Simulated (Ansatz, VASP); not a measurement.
# TaN in VASP and in Ansatz

INCAR

```
  PREC = Accurate
  ENCUT = 600
  EDIFF = 1E-6
  ISMEAR = -1
  SIGMA = 0.05
  LREAL = False
  LASPH = True
  NELM = 60
  ALGO = Normal
  ISIF = 3
  LWAVE = False
  LCHARG = False
  GGA = PE
  IVDW = 13
  IBRION = 2
  NSW = 80
  EDIFFG = -0.01
```

KPOINTS

```
Automatic mesh
0
Gamma
  10 10 10
```

Contents of POSCAR:

```
TaN
1.0
    0.0000000000      2.2113230000      2.2113230000
    2.2113230000      0.0000000000      2.2113230000
    2.2113230000      2.2113230000      0.0000000000
Ta N
1 1
Direct
    0.5000000000      0.5000000000      0.5000000000
    0.0000000000      0.0000000000      0.0000000000
```

File input.yaml:

```yaml
crystal:
  lattice:
    - [0.0, 2.211323, 2.211323]
    - [2.211323, 0.0, 2.211323]
    - [2.211323, 2.211323, 0.0]
  atoms:
    - { symbol: Ta, position: [0.5, 0.5, 0.5] }
    - { symbol: "N", position: [0.0, 0.0, 0.0] }
kpoints:
  mp_grid: { grid: [10, 10, 10] }
scf:
  occupations: { method: fermi_dirac, width: 0.05 }
hamiltonian:
  xc: pbe
  dispersion: d4
  pseudopotentials: { kind: all_electron, lapw: { basis_error: 0.001 } }
output:
  forces: true
  stress: true
relax:
  f_tol: 0.01
  max_steps: 60
  cell: {}
```

The cell comes from a database or a generator and needn't be the stable form of this composition.

Alike in both runs: task relaxation of cell and atoms; functional PBE; dispersion D4; k mesh 10 × 10 × 10; occupations fermi-dirac, width 0.05 eV; no spin polarisation.

```csv
,VASP,Ansatz
version,VASP 6.6.1,Ansatz 0.2.0
potentials or method,"VASP PAW PBE potentials, release 64 (Ta_pv, N)","all-electron LAPW, scalar-relativistic"
plane-wave cutoff (eV),600,see its input
```

```csv
,VASP,Ansatz,Ansatz less VASP
relaxed volume (Å³/atom),10.63,10.61,-0.020
relaxed cell length with the largest relative difference (Å),3.109,3.107,-0.0020
energy change over the relaxation (meV/atom),-3,-4,-0.7
```

Ansatz ran all-electron here, so the differences hold the error of VASP's frozen core and of both bases.

Caveats: pairwise dispersion overbinds metals, which lowers pressure and volume (VASP). Spin-orbit coupling is left out, which matters for the levels of Ta.
